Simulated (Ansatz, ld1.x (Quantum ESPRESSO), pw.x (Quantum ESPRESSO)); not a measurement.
# Equation-of-state test of one PAW potential (Ru)

Ru, PAW, made with ld1.x (Quantum ESPRESSO) 7.5 (PBE, scalar-relativistic). Core [Kr], reference 4d7 5s1 5p0. Waves: 5s (bound): rcut 2.15, rcutus 2.85 bohr; 5s channel at 0.15 Ry: rcut 2.15, rcutus 2.85 bohr; 5p (bound, empty): rcut 2.65, rcutus 3.05 bohr; 5p channel at 0.3 Ry: rcut 2.65, rcutus 3.05 bohr; 4d (bound): rcut 1.25, rcutus 1.40 bohr; 4d channel at 3.05 Ry: rcut 1.25, rcutus 1.40 bohr. Local part: all-electron potential smoothed inside 2.70 bohr (lloc = -1). Core correction: a·sin(br)/r model core, default radius (core density twice the valence density). Augmentation charge: PSQ, inside the norm-conserving radii.

Atomic tests: cutoffs needed: 50 Ry and 90 Ry (the cutoffs (Ry, on a coarse ladder) from which the occupation-weighted sum of valence levels, in a spherical-Bessel basis at the reference potential, stays within 10 and 1 mRy of its value at 400 Ry); ghost test: no extra level below or beside the all-electron valence levels (s, p, d, f tested) (spherical-Bessel basis up to 400 Ry, 20 bohr box); configuration tests: 1 of 7 tests not solved or not reliable.

Crystal test: bcc Ru in pw.x 7.5, no spin, 15³ k-points, Fermi–Dirac smearing 0.01 Ry, cutoffs 110/880 Ry. The reference is all-electron LAPW (Ansatz 0.2.0) with the same functional, mesh and smearing; V0 and B0 come from Birch–Murnaghan fits to the pressures at five volumes. Errors are pseudo minus all-electron; Δ is the rms difference of the E(V) curves that follow from these fits, minima aligned, over ±6 % about the mean V0. Mesh and smearing are coarse, so the numbers serve the comparison and aren't converged zero-temperature values; the lattice is a test structure that the element need not adopt.

```json
{"V (Å³/atom)": "13.482", "P all-electron (GPa)": "18.03", "P pseudo (GPa)": "26.61"}
{"V (Å³/atom)": "13.837", "P all-electron (GPa)": "9.23", "P pseudo (GPa)": "16.66"}
{"V (Å³/atom)": "14.192", "P all-electron (GPa)": "1.63", "P pseudo (GPa)": "8.09"}
{"V (Å³/atom)": "14.547", "P all-electron (GPa)": "-4.93", "P pseudo (GPa)": "0.69"}
{"V (Å³/atom)": "14.902", "P all-electron (GPa)": "-10.59", "P pseudo (GPa)": "-5.66"}
```

All-electron: a0 = 3.056 Å (V0 = 14.28 Å³/atom), B0 = 274.2 GPa.

Pseudopotential: mean pressure error (GPa): +6.60; a0 (Å): 3.078; a0 error (%): +0.71; B0 error (%): +1.1; Δ (meV/atom): 18.9. The largest radius (3.05 bohr) exceeds half the bond length (2.50 bohr), so the spheres overlap, which is one possible source of error among others. This is a poor potential for the solid. Atomic configuration tests: 1 of 7 tests not solved or not reliable.

Question: At the middle volume, how do free energy and pressure move when the wave cutoff is lowered (ecutrho held at 880 Ry)?

Answer:

| cutoff (Ry) | shift of F (meV/atom) | shift of P (GPa) |
| --- | --- | --- |
| 50 | +89.6 | -7.48 |
| 66 | +30.2 | -0.23 |
| 88 | +4.2 | -0.48 |

Input at the middle volume:

```
&control
  calculation='scf', prefix='x', pseudo_dir='./', outdir='./tmp', tstress=.true., disk_io='none'
/
&system
  ibrav=0, nat=1, ntyp=1, ecutwfc=110, ecutrho=880, nbnd=11,
  occupations='smearing', smearing='fd', degauss=0.01
/
&electrons
  conv_thr=1e-09, mixing_beta=0.4, electron_maxstep=70
/
ATOMIC_SPECIES
Ru 1.0 Ru.UPF
CELL_PARAMETERS angstrom
  -1.52520377 1.52520377 1.52520377
  1.52520377 -1.52520377 1.52520377
  1.52520377 1.52520377 -1.52520377
ATOMIC_POSITIONS crystal
Ru 0.0000 0.0000 0.0000
K_POINTS automatic
15 15 15 0 0 0
```

```bash
pw.x < Ru.scf.in > Ru.scf.out
```

Lines of the output:

```
Message from routine setup:
     using ibrav=0 with symmetry is DISCOURAGED, use correct ibrav instead
     lattice parameter (alat)  =       4.9921  a.u.
     unit-cell volume          =      95.7724 (a.u.)^3
     number of electrons       =         8.00
     number of Kohn-Sham states=           11
     kinetic-energy cutoff     =     110.0000  Ry
     charge density cutoff     =     880.0000  Ry
     scf convergence threshold =      1.0E-09
     Exchange-correlation= SLA  PW   PBX  PBC
     number of k points=   120  Fermi-Dirac smearing, width (Ry)=  0.0100
     iteration #  1     ecut=   110.00 Ry     beta= 0.40
     total energy              =    -289.75721570 Ry
     estimated scf accuracy    <       0.09943280 Ry
     iteration #  2     ecut=   110.00 Ry     beta= 0.40
     total energy              =    -289.76823013 Ry
     estimated scf accuracy    <       0.00452788 Ry
     iteration #  3     ecut=   110.00 Ry     beta= 0.40
     total energy              =    -289.76904793 Ry
     estimated scf accuracy    <       0.00040812 Ry
     iteration #  4     ecut=   110.00 Ry     beta= 0.40
     total energy              =    -289.76905890 Ry
     estimated scf accuracy    <       0.00009049 Ry
     iteration #  5     ecut=   110.00 Ry     beta= 0.40
     total energy              =    -289.76907405 Ry
     estimated scf accuracy    <       0.00000049 Ry
     iteration #  6     ecut=   110.00 Ry     beta= 0.40
     total energy              =    -289.76907439 Ry
     estimated scf accuracy    <       0.00000001 Ry
     iteration #  7     ecut=   110.00 Ry     beta= 0.40
     total energy              =    -289.76907439 Ry
     estimated scf accuracy    <          6.1E-09 Ry
     iteration #  8     ecut=   110.00 Ry     beta= 0.40
     the Fermi energy is    15.9218 ev
!    total energy              =    -289.76907439 Ry
     estimated scf accuracy    <          7.5E-10 Ry
     smearing contrib. (-TS)   =      -0.00889019 Ry
     convergence has been achieved in   8 iterations
          total   stress  (Ry/bohr**3)                   (kbar)     P=       80.89
     Message from routine punch:
     Nothing written, as per user request (disk_io='none')
```

The run at the middle volume (120 k-points, 8 iterations) took about 41 s on one core of a shared host (Neoverse-V1, 32 threads, 247 GiB, load 21).
